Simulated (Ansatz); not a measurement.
## Sr (Fm-3m), an elastic constant from a strain scan

All numbers below come from Ansatz, DFT PBE, scalar-relativistic, plane waves, PAW. The runs took a 420 eV cutoff, a Γ-centred 14×14×14 mesh and Gaussian smearing (0.15 eV). No spin polarisation. Energies are free energies at this smearing, counted from the undisturbed cell; pressure is positive in compression.

Zero of the scan (as given, not relaxed at this level; it stands at -0.3 GPa):

```xyz
1
Lattice="0.0000 3.0423 3.0423 3.0423 0.0000 3.0423 3.0423 3.0423 0.0000" Properties=species:S:1:pos:R:3 pbc="T T T"
Sr    0.0000    0.0000    0.0000
```

The cell is strained by ε times the Voigt pattern (0, 0, 0, 0, 0, 1) (xx, yy, zz, yz, xz, xy; engineering shear) with fractional coordinates fixed. The cell holds 1 atom in V0 = 56.32 Å³. The stress column is τ = (1/V0) dE/dε, got from the stress tensor σ (compression positive) at each point as −det(1 + εP) σ : P(1 + εP)⁻¹, with P the pattern as a tensor.

```csv
ε,ΔE (meV/atom),τ (GPa)
-0.0350,2.170,-0.355
-0.0300,1.591,-0.303
-0.0250,1.103,-0.252
-0.0200,0.705,-0.201
-0.0150,0.396,-0.150
-0.0100,0.176,-0.100
-0.0050,0.044,-0.050
0.0000,0.000,0.000
0.0050,0.044,0.050
0.0100,0.176,0.100
0.0150,0.396,0.150
0.0200,0.705,0.201
0.0250,1.103,0.252
0.0300,1.591,0.303
0.0350,2.170,0.355
0.0400,?,?
```

Problem. Which combination of elastic constants does this scan measure, and how large is it?

Solution. For small ε, τ = τ0 + Kε with K = pᵀCp, which for this pattern is C44 in the cubic axes. The parabola through τ at ε = -0.0050, 0 and 0.0050 has slope K = 10.0 GPa at zero. The energies per cell, E = NΔE, of the wider pair ε = ±0.0300 give K = 2[E(ε₊)/ε₊ − E(ε₋)/ε₋]/[(ε₊ − ε₋)V0] = 10.1 GPa, in agreement.

Problem. Predict the withheld row at ε = 0.0400 from the harmonic law, and compare.

Solution. ΔE = V0(τ0 ε + Kε²/2)/N = 2.813 meV/atom and τ = 0.40 GPa. The calculation gives 2.840 meV/atom and 0.41 GPa, a miss of 1.0 % of the harmonic energy, so the harmonic law still holds here.

In a metal these slopes depend on the k mesh and the smearing.